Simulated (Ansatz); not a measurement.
# NbC (Fm-3m): how the settings move a single-point run

How sensitive is a single-point run of NbC (Fm-3m) to its settings? A reference run comes first, then five runs with altered input.

Computed with Ansatz 0.2.0 (reference: DFT PBE, spin-orbit coupling, plane waves, PAW, unless a step's input says otherwise).

3 further runs of the same task are left out: 2 that didn't finish, 1 set aside as unsound or not needed.

## (1) The system as given

It takes space group Fm-3m (No. 225, cubic). The conventional cell has a = 4.485 Å, b = 4.485 Å, c = 4.485 Å, α = 90.00°, β = 90.00°, γ = 90.00°. Around Nb (site symmetry m-3m) lie 6 C at 2.24 Å. C (site symmetry m-3m) is surrounded by 6 Nb at 2.24 Å.

Structure file:

```
Nb C
1.0
     0.00000    2.24248    2.24248
     2.24248    0.00000    2.24248
     2.24248    2.24248    0.00000
Nb C
1 1
Direct
  0.00000 0.00000 0.00000
  0.50000 0.50000 0.50000
```

## (2) Reference

Contents of input.yaml:

```yaml
crystal:
  lattice:
    - [0.0, 2.2424845985, 2.2424845985]
    - [2.2424845985, 0.0, 2.2424845985]
    - [2.2424845985, 2.2424845985, 0.0]
  atoms:
    - { symbol: Nb, position: [0.0, 0.0, 0.0] }
    - { symbol: C, position: [0.5, 0.5, 0.5] }
basis:
  ecutwfc: 420
  ecutrho_ratio: 4
kpoints:
  mp_grid: { grid: [14, 14, 14] }
hamiltonian:
  xc: pbe
scf:
  occupations: { method: gaussian, width: 0.05 }
output:
  forces: true
  stress: true
  eigenvalues: true
  populations: true
magnetization:
  noncollinear: true
  spin_orbit: true
```

On the command line:

```bash
> ansatz run input.yaml --threads 4 --pin off --max-ram 7168MiB --backend cpu --events-out ev --progress --plain --runs-dir out
```

## (3) Variant: xc_grid 3, dispersion d4, n_extra_bands 32

input.yaml: that of step 2 with these lines changed.

```diff
@@ -11,2 +11,3 @@
   ecutrho_ratio: 4
+  xc_grid: 3
 kpoints:
@@ -15,4 +16,6 @@
   xc: pbe
+  dispersion: d4
 scf:
   occupations: { method: gaussian, width: 0.05 }
+  n_extra_bands: 32
 output:
@@ -20,4 +23,6 @@
   stress: true
-  eigenvalues: true
-  populations: true
+  write_density: true
+  write_potential: true
+  elf: true
+  volumetric_format: npy
 magnetization:
```

## (4) Variant: ecutrho_ratio 12, xc_grid 4

input.yaml: that of step 2 with these lines changed.

```diff
@@ -10,3 +10,4 @@
   ecutwfc: 420
-  ecutrho_ratio: 4
+  ecutrho_ratio: 12
+  xc_grid: 4
 kpoints:
@@ -20,4 +21,6 @@
   stress: true
-  eigenvalues: true
-  populations: true
+  write_density: true
+  write_potential: true
+  elf: true
+  volumetric_format: npy
 magnetization:
```

## (5) Changing settings: hubbard.sites [{species: Nb, l: d, u_eff: 4.0}], hubbard.double_counting amf, chi_scale 0.3

input.yaml: that of step 2 with these lines changed.

```diff
@@ -15,4 +15,6 @@
   xc: pbe
+  hubbard: { sites: [{ species: Nb, l: d, u_eff: 4.0 }], double_counting: amf }
 scf:
   occupations: { method: gaussian, width: 0.05 }
+  initial_density: { chi_scale: 0.3 }
 output:
@@ -20,4 +22,2 @@
   stress: true
-  eigenvalues: true
-  populations: true
 magnetization:
```

## (6) Changing settings: hubbard.sites [{species: Nb, l: d, u_eff: 1.0}], hubbard.double_counting fll

input.yaml: that of step 2 with these lines changed.

```diff
@@ -15,2 +15,3 @@
   xc: pbe
+  hubbard: { sites: [{ species: Nb, l: d, u_eff: 1.0 }], double_counting: fll }
 scf:
@@ -20,4 +21,6 @@
   stress: true
-  eigenvalues: true
-  populations: true
+  write_density: true
+  write_potential: true
+  elf: true
+  volumetric_format: npy
 magnetization:
```

## (7) Changing settings: dr2_threshold 1.0e-05

input.yaml: that of step 2 with these lines changed.

```diff
@@ -17,2 +17,3 @@
   occupations: { method: gaussian, width: 0.05 }
+  convergence: { dr2_threshold: 1.0e-05 }
 output:
@@ -20,4 +21,2 @@
   stress: true
-  eigenvalues: true
-  populations: true
 magnetization:
```

Before running it: what results should come out? Wanted: for each run, ending; energy change; pressure; gap; force.

As calculated:

```csv
run,ending,energy change,pressure (GPa),gap (eV),force (eV/Å),cycles,time
reference,converged,0,0.0,0.00,0.00,8,4 s
"1: xc_grid 3, dispersion d4, n_extra_bands 32",converged,-332.1 meV/atom (offset of the dispersion model),-5.0,0.00,0.00,8,9.2 s
"2: ecutrho_ratio 12, xc_grid 4",converged,0.0 meV/atom,0.0,0.00,0.00,8,7 s
"3: hubbard.sites [{species: Nb, l: d, u_eff: 4.0}], hubbard.double_counting amf, chi_scale 0.3",converged,-2.5 meV/atom (U changed: no physical gain or loss),0.0,0.00,0.00,8,5.1 s
"4: hubbard.sites [{species: Nb, l: d, u_eff: 1.0}], hubbard.double_counting fll",converged,+596.6 meV/atom (U changed: no physical gain or loss),0.5,0.00,0.00,8,7.9 s
5: dr2_threshold 1.0e-05,converged,0.0 meV/atom,0.0,0.00,0.00,7,2.5 s
```

Times don't compare one to one where runs were asked for different outputs or read a saved state (see the inputs); cycles may leave out searches for a lower state.

Residual by cycle in the longest SCF loop of each run; runs are numbered as in the table. The quantity is the density residual dr2, in eV.

```csv
cycle,reference,run 1,run 2,run 3,run 4,run 5
1,9.15,9.14,9.15,1.76,9.46,9.15
2,2.66,2.66,2.66,0.502,2.82,2.66
3,0.0618,0.0609,0.0619,0.0179,0.0701,0.0618
4,0.0106,0.0109,0.0106,5.6e-4,0.00856,0.0106
5,2.5e-4,2.1e-4,2.5e-4,8.8e-6,3.7e-4,2.5e-4
6,1.3e-6,7.3e-7,1.3e-6,5.9e-6,1.8e-6,1.3e-6
7,5.9e-8,8.5e-9,6.3e-8,2.1e-7,1.5e-8,6.0e-8
8,2.9e-10,3.5e-11,3.4e-10,2.4e-8,1.3e-10,-
```

Of the converged runs whose energies compare with the reference's, none moves it noticeably. A changed U is a change of model: its shifts are not errors of convergence.
